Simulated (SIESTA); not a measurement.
# Ru under changes of volume

One of the cells (13.575 Å³/atom); the others are scaled copies at fixed shape and fractional positions:

```
Ru
1.0
     2.70580    0.00000    0.00000
    -1.35290    2.34329    0.00000
     0.00000    0.00000    4.28190
Ru
2
Direct
  0.66667 0.33333 0.75000
  0.33333 0.66667 0.25000
```

- Program: SIESTA 5.4.2
- Functional: PBE
- Potentials or basis: PseudoDojo 0.4 standard (PBE files)
- Basis: DZ (energy shift 0.01 Ry)
- Grid cutoff: 800 Ry
- Energy shift: 0.01 Ry
- k mesh: 11 × 11 × 6
- Occupations: fermi-dirac, width 0.05 eV
- Spin: no spin polarisation

```tsv
volume (Å³/atom)	energy over the lowest point (meV/atom)	pressure (GPa)
12.760	27.16	16.9
13.032	6.37	7.9
13.303	0.00	0.0
13.575	6.49	-7.3
13.846	24.53	-13.6
14.118	52.56	-19.1
14.389	?	?
```

Q: What does the run at 14.389 Å³/atom give?

A: Energy over the lowest point 89.24 meV/atom; pressure -24.1 GPa.

Worked out: A Birch-Murnaghan fit of order 3 (a polynomial in V^(-2/3)) to the other rows has its minimum at 13.30 Å³/atom with B0 = V·E''(V) = 372 GPa and B' = 4.8 at fixed shape and positions, which overstates the stiffness. It gives 89.59 meV/atom at 14.389 Å³/atom, against the run's 89.24, and -dE/dV = -24.3 GPa, against -24.1.

Energies are extrapolated to zero smearing.

Caveats: the basis has no polarisation orbitals; semicore shells carry a single zeta, which can move pressures by several GPa and volumes by a few percent; the basis of atomic orbitals isn't converged, which shifts pressures, moduli and gaps.
